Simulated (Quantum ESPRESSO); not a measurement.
# AgCl (Chlorargyrite) under changes of volume

One of the cells (20.458 Å³/atom); the others are scaled copies at fixed shape and fractional positions:

```xyz
2
Lattice="0.0000 2.7350 2.7350 2.7350 0.0000 2.7350 2.7350 2.7350 0.0000" Properties=species:S:1:pos:R:3 pbc="T T T"
Ag    0.0000    0.0000    0.0000
Cl    2.7350    2.7350    2.7350
```

| Property | Result |
| --- | --- |
| Program | Quantum ESPRESSO 7.5 |
| Functional | PBE |
| Potentials or basis | SSSP 1.3 efficiency PBE |
| Cutoff | 816 eV |
| Density cutoff | 5987 eV |
| k mesh | 8 × 8 × 8 |
| Occupations | fermi-dirac, width 0.05 eV |
| Spin | no spin polarisation |

```csv
volume (Å³/atom),energy over the lowest point (meV/atom),pressure (GPa)
19.231,62.58,8.3
19.640,43.56,6.6
20.049,28.52,5.2
20.458,?,?
20.868,8.64,2.7
21.277,3.08,1.7
21.686,0.00,0.7
```

What does the run at 20.458 Å³/atom give?

Energy over the lowest point 17.01 meV/atom; pressure 3.9 GPa.

Worked out: A Birch-Murnaghan fit of order 3 (a polynomial in V^(-2/3)) to the other rows has its minimum at 22.06 Å³/atom, just outside them, with B0 = V·E''(V) = 42 GPa and B' = 5.3. It gives 17.02 meV/atom at 20.458 Å³/atom, against the run's 17.01, and -dE/dV = 3.9 GPa, against 3.9.

Energies are extrapolated to zero smearing.
